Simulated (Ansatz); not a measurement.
Crystal: SrO.

```
Sr O
1.0
     0.00000    2.56630    2.56630
     2.56630    0.00000    2.56630
     2.56630    2.56630    0.00000
Sr O
1 1
Direct
  0.50000 0.50000 0.50000
  0.00000 0.00000 0.00000
```

Program: Ansatz 0.2.0. Alike in all runs: task single point; cell as given. Hardware: 1 thread of Arm Neoverse N1, on a shared host.

Problem. Order these runs on this cell by their wall time, lowest first.
A. level LDA+D3(BJ); potentials or basis Ansatz PAW earlier set; spin collinear, ferromagnetic start; k mesh 5 × 5 × 5; cutoff (eV) 900; smearing tetrahedron uncorrected; other keys scf.lower_state_search = light; hamiltonian.xc = lda; …; mesh quality coarse
B. level r2SCANh+D4; potentials or basis Ansatz PAW; spin SOC, no magnetisation; k mesh 5 × 5 × 5; cutoff (eV) 500; smearing fermi-dirac 0.05 eV; other keys scf.n_extra_bands = 2; mesh quality coarse
C. level r2SCAN+rVV10; potentials or basis SPMS NC; spin off; k mesh 9 × 9 × 9; cutoff (eV) 1034; smearing fermi-dirac 0.1 eV; mesh quality not flagged

Solution. A (6 s), C (16 s), B (120 s).

Caveats: some runs use coarse meshes; the meta-GGA runs on potentials made for a GGA (some runs); the dispersion damping was fitted for another functional or another form of the correction (some runs); the starting moments weren't kept (some runs).
